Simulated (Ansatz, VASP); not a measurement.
# BAs in VASP and in Ansatz

```xyz
2
Lattice="0.0000 2.3839 2.3839 2.3839 0.0000 2.3839 2.3839 2.3839 0.0000" Properties=species:S:1:pos:R:3 pbc="T T T"
B     0.0000    0.0000    0.0000
As    3.5759    3.5759    3.5759
```

Alike in both runs: functional PBEsol; k mesh 10 × 10 × 10; occupations gaussian, width 0.02 eV; no spin polarisation.

Ansatz relaxed the structure, and its values are those at the end. VASP's run is a single point on that final structure, the one shown.

|  | VASP | Ansatz |
| --- | --- | --- |
| version | VASP 6.6.1 | Ansatz 0.2.0 |
| potentials or method | VASP PAW PBE potentials, release 64 (B, As) | scalar-relativistic, plane waves, PAW |
| plane-wave cutoff (eV) | 520 | 420 |
| valence electrons in the cell | 8 | 18 |

```csv
,VASP,Ansatz,Ansatz less VASP
gap on the k mesh at the Fermi level (eV),1.07,1.08,+0.009
least direct gap on the mesh (eV),3.25,3.25,+0.004
pressure (GPa),0.9,0.0,-0.88
```

With one functional, cell and mesh, what is left measures potentials, basis and numerics. The two sets of potentials don't hold the same shells in valence.

Caveats: the PAW data sets were made with another functional, which shifts forces and pressure a little (VASP). A k mesh can miss the band edges. PBEsol gaps usually lie below the measured ones, often by a third to a half.
